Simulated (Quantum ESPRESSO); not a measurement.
AgCl (Chlorargyrite):

```
Ag Cl
1.0
     0.00000    2.73500    2.73500
     2.73500    0.00000    2.73500
     2.73500    2.73500    0.00000
Ag Cl
1 1
Direct
  0.00000 0.00000 0.00000
  0.50000 0.50000 0.50000
```

```yaml
Program: Quantum ESPRESSO 7.5
Task: phonons
Functional: PBE
Potentials_or_basis: JTH 2.0 PBE
Cutoff: 707 eV
Density_cutoff: 4245 eV
k_mesh: 6 × 6 × 6, shifted
Occupations: fermi-dirac, width 0.05 eV
Spin: no spin polarisation
Mixing_beta: 0.5
Most_SCF_iterations: 120
SCF_threshold: 4e-10 Ry
```

The cell and the atoms were relaxed first, to 22.09 Å³/atom (a = 3.968 Å, b = 3.968 Å, c = 3.968 Å, α = 60.00°, β = 60.00°, γ = 60.00°), and the response was taken there.

The first run showed a gap, so the response started from a second, tighter run with fixed occupations.

The run gives a transverse optical frequency of 92 cm⁻¹, an electronic dielectric constant of 4.93 and Born charges of ±1.45 e.

Q: What are the longitudinal frequency and the static dielectric constant?

A: The longitudinal mode lies at 162 cm⁻¹, 70 cm⁻¹ over the transverse one, and the static constant is 15.21. The two agree with the Lyddane-Sachs-Teller relation: (162/92)² = 3.10 and 15.21/4.93 = 3.09.
